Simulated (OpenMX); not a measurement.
Pd in OpenMX: the effect of biaxial strain

Crystal: Pd.

```xyz
2
Lattice="2.6723 0.0000 0.0000 -1.3362 2.3143 0.0000 0.0000 0.0000 4.6289" Properties=species:S:1:pos:R:3 pbc="T T T"
Pd    0.0000    1.5429    1.1572
Pd    1.3362    0.7714    3.4717
```

This isn't the form of Pd at room conditions, which is fcc.

Alike in all runs:

```yaml
Program: OpenMX 3.8.5
Task: single point
Functional: PBE
Potentials_or_basis: OpenMX 2013 PBE set, Pd7.0-s3p2d2, grid cutoff 400 Ry
k_mesh: 9 × 9 × 5
Occupations: fermi-dirac, width 0.05 eV
Spin: no spin polarisation
```

| biaxial strain | pressure (GPa) |
| --- | --- |
| -4 % | 21.0 |
| -2 % | 10.5 |
| 0 % | 2.4 |
| 2 % | -3.9 |
| 4 % | ? |

Q: What does the run with biaxial strain 4 % give?

A: Pressure -8.7 GPa.

Worked out: A parabola through the other rows of the pressure, of slope -1.52 GPa per % there, extrapolates to -7.9 GPa, against the run's -8.7.

Caveats: the basis of atomic orbitals isn't converged, which shifts pressures, moduli and gaps.
